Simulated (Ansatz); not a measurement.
# SiO2 (Cristobalite): the cost of one run

Program: Ansatz 0.2.0. Level of theory: DFT, PBE, plane-wave PAW, default files, scalar-relativistic, frozen cores, as far as a step names no other. These are calculated values, not measurements.

1 further run of the same task is left out (it didn't finish).

### 1 Starting point

It takes space group P4_12_12 (No. 92, tetragonal). The conventional cell has a = 4.973 Å, b = 4.973 Å, c = 6.926 Å, α = 90.00°, β = 90.00°, γ = 90.00°. Si (site symmetry 2) is surrounded by 4 O at 1.60 to 1.61 Å. Around O (site symmetry 1) lie 2 Si at 1.60 to 1.61 Å.

Coordinates:

```
Si O
1.0
     4.97270    0.00000    0.00000
     0.00000    4.97270    0.00000
     0.00000    0.00000    6.92570
Si O
4 8
Direct
  0.30070 0.30070 0.00000
  0.19930 0.80070 0.25000
  0.69930 0.69930 0.50000
  0.80070 0.19930 0.75000
  0.23900 0.10410 0.17870
  0.39590 0.73900 0.42870
  0.76100 0.89590 0.67870
  0.60410 0.26100 0.92870
  0.73900 0.39590 0.57130
  0.89590 0.76100 0.32130
  0.26100 0.60410 0.07130
  0.10410 0.23900 0.82130
```

The earlier run gave: gap on the mesh 5.79 eV, largest force 0.480 eV/Å, pressure 7.5 GPa.

The printed gradients, by site:

| site | atoms | first shell | V_zz (10²¹ V/m²) | η | C_Q (MHz) |
| --- | --- | --- | --- | --- | --- |
| Si | 1, 2, 3, 4 | 4 O at 1.60–1.61 Å | 0.48 | 0.99 | – |
| O | 5, 6, 7, 8, … | 2 Si at 1.60–1.61 Å, angle 147° | 9.40 | 0.14 | -5.82 (¹⁷O) |

Conventions: |V_zz| ≥ |V_yy| ≥ |V_xx|, η = (V_xx − V_yy)/V_zz, C_Q = eQV_zz/h. Quadrupole moments are those of Pyykkö's year-2017 table. A dash under C_Q marks elements without a common quadrupolar isotope.

### 2 Ions relaxed at fixed cell

Contents of input.yaml:

```yaml
crystal:
  lattice:
    - [4.9727, 0.0, 0.0]
    - [0.0, 4.9727, 0.0]
    - [0.0, 0.0, 6.9257]
  atoms:
    - { symbol: Si, position: [0.3007, 0.3007, 0.0] }
    - { symbol: Si, position: [0.1993, 0.8007, 0.25] }
    - { symbol: Si, position: [0.6993, 0.6993, 0.5] }
    - { symbol: Si, position: [0.8007, 0.1993, 0.75] }
    - { symbol: O, position: [0.239, 0.1041, 0.1787] }
    - { symbol: O, position: [0.3959, 0.739, 0.4287] }
    - { symbol: O, position: [0.761, 0.8959, 0.6787] }
    - { symbol: O, position: [0.6041, 0.261, 0.9287] }
    - { symbol: O, position: [0.739, 0.3959, 0.5713] }
    - { symbol: O, position: [0.8959, 0.761, 0.3213] }
    - { symbol: O, position: [0.261, 0.6041, 0.0713] }
    - { symbol: O, position: [0.1041, 0.239, 0.8213] }
kpoints:
  mp_grid: { grid: [6, 6, 5] }
scf:
  occupations: { method: fermi_dirac, width: 0.02 }
hamiltonian:
  xc: pbe
  pseudopotentials: { kind: paw, frozen_core: stored }
output:
  forces: true
  stress: true
  populations: true
  efg: { quadrupole_moments_barn: { O: -0.02558 } }
relax:
  f_tol: 0.02
  max_steps: 60
```

Launch:

```sh
$ ansatz run input.yaml --threads 4 --pin off --max-ram 8192MiB --backend cpu --events-out ev --progress --plain --runs-dir out
```

What time and memory should one allow on 4 threads of Intel Xeon 6975P-C (Granite Rapids), shared host?

About 10 s, with a peak of 0.67 GiB.
